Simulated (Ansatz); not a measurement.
# SnO: a single-point run

Wanted: a converged single-point run for SnO, and a check of what comes out. The structure is shown as the input types it. The cell is built on a prototype (rocksalt) and needn't be the phase found in nature.

Computed with Ansatz 0.2.0 (density functional or hybrid calculation with the settings of its input, plane waves (as first typed), unless a step's input says otherwise).

3 further runs of the same task are left out: 1 for a known fault of the program, 2 that didn't finish.

### Step 1. The starting structure

Symmetry: Fm-3m, No. 225, cubic system. Conventional cell: a = 5.074 Å, b = 5.074 Å, c = 5.074 Å, α = 90.00°, β = 90.00°, γ = 90.00°. Around Sn (site symmetry m-3m) lie 6 O at 2.54 Å. O (site symmetry m-3m) is surrounded by 6 Sn at 2.54 Å.

Coordinates:

```xyz
2
Lattice="0.0000 2.5370 2.5370 2.5370 0.0000 2.5370 2.5370 2.5370 0.0000" Properties=species:S:1:pos:R:3 pbc="T T T"
Sn    0.0000    0.0000    0.0000
O     2.5370    2.5370    2.5370
```

### Step 2. Running it

The input, input.yaml:

```yaml
crystal:
  lattice:
    - [0.0, 2.5369732561, 2.5369732561]
    - [2.5369732561, 0.0, 2.5369732561]
    - [2.5369732561, 2.5369732561, 0.0]
  atoms:
    - { symbol: Sn, position: [0.0, 0.0, 0.0] }
    - { symbol: O, position: [0.5, 0.5, 0.5] }
kpoints:
  mp_grid: { grid: [1, 1, 1] }
hamiltonian:
  xc: pbe
scf:
  occupations: { method: fixed }
  n_extra_bands: 4
output:
  forces: true
  stress: true
  eigenvalues: true
```

Started as:

```bash
$ ansatz run input.yaml --threads 4 --pin off --max-ram 3686MiB --backend cpu --events-out ev --progress --plain --runs-dir out
```

What happens when this is run?

The program finished normally. Convergence says nothing about whether the input makes sense.

In the input, kpoints.mp_grid.grid is [1, 1, 1]. Band dispersion is ignored when only one k-point is used.

To check: set kpoints.mp_grid.grid to [6, 6, 6].
